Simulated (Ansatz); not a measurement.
**SnO2 (Cassiterite) under changes of volume**

One of the cells (11.922 Å³/atom); the others are scaled copies at fixed shape and fractional positions:

```
Sn O
1.0
     4.73800    0.00000    0.00000
     0.00000    4.73800    0.00000
     0.00000    0.00000    3.18650
Sn O
2 4
Direct
  0.50000 0.50000 0.50000
  0.00000 0.00000 0.00000
  0.80710 0.19290 0.50000
  0.69290 0.69290 0.00000
  0.19290 0.80710 0.50000
  0.30710 0.30710 0.00000
```

| Quantity | Value |
| --- | --- |
| Program | Ansatz 0.2.0 |
| Functional | revPBE |
| Dispersion | D3(BJ) |
| Potentials or basis | Ansatz PAW |
| Cutoff | 420 eV (not typed: the program's choice for these potentials) |
| k mesh | 6 × 6 × 8 |
| Occupations | fermi-dirac, width 0.05 eV |
| Spin | no spin polarisation |

```csv
volume (Å³/atom),energy over the lowest point (meV/atom),pressure (GPa),gap on the mesh (eV),largest force (eV/Å)
11.207,81.29,24.2,2.10,0.597
11.445,49.90,18.2,1.84,0.496
11.684,26.88,12.8,1.59,0.402
11.922,?,?,?,?
12.161,2.72,3.8,1.12,0.233
12.399,0.00,-0.1,0.90,0.157
12.637,2.66,-3.5,0.70,0.086
```

**Question.** What does the run at 11.922 Å³/atom give?

**Answer.** Energy over the lowest point 11.42 meV/atom; pressure 8.0 GPa; gap on the mesh 1.35 eV; largest force 0.314 eV/Å.

Worked out: A Birch-Murnaghan fit of order 3 (a polynomial in V^(-2/3)) to the other rows has its minimum at 12.40 Å³/atom with B0 = V·E''(V) = 188 GPa and B' = 4.9 at fixed shape and positions, which overstates the stiffness. It gives 11.45 meV/atom at 11.922 Å³/atom, against the run's 11.42, and -dE/dV = 8.0 GPa, against 8.0. A straight line through the other rows of the gap, of slope -11.7 eV per unit of ln V (its deformation potential), gives 1.36 eV, against the run's 1.35.

Energies are extrapolated to zero smearing.

Caveats: spin-orbit coupling is left out, which moves the levels of the heavy elements; the PAW data sets come from PBE, with cores solved anew for the run's functional, which leaves a small shift of forces and pressure.
